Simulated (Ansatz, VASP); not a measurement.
## One calculation of Ag, two programs

```xyz
2
Lattice="2.8671 0.0000 0.0000 -1.4335 2.4829 0.0000 0.0000 0.0000 4.6907" Properties=species:S:1:pos:R:3 pbc="T T T"
Ag    0.0000    1.6553    1.1727
Ag    1.4335    0.8276    3.5180
```

Alike in both runs: functional PBEsol; k mesh 18 × 18 × 10; occupations gaussian, width 0.1 eV; no spin polarisation.

Ansatz relaxed the structure, and its values are those at the end. VASP's run is a single point on that final structure, the one shown.

```csv
,VASP,Ansatz
version,VASP 6.6.1,Ansatz 0.2.0
potentials or method,"VASP PAW PBE potentials, release 64 (Ag)","scalar-relativistic, plane waves, PAW"
plane-wave cutoff (eV),520,420
valence electrons in the cell,22,38
```

```tsv
	VASP	Ansatz	Ansatz less VASP
gap on the k mesh at the Fermi level (eV)	none	none	-
pressure (GPa)	-0.2	0.0	+0.23
```

A gap of «none» marks a metal or a gap that the smearing closes. The functional is the same, so the differences come from potentials, cutoffs and numerics. The two sets of potentials don't hold the same shells in valence.

Caveats: the PAW data sets were made with another functional, which shifts forces and pressure a little (VASP).
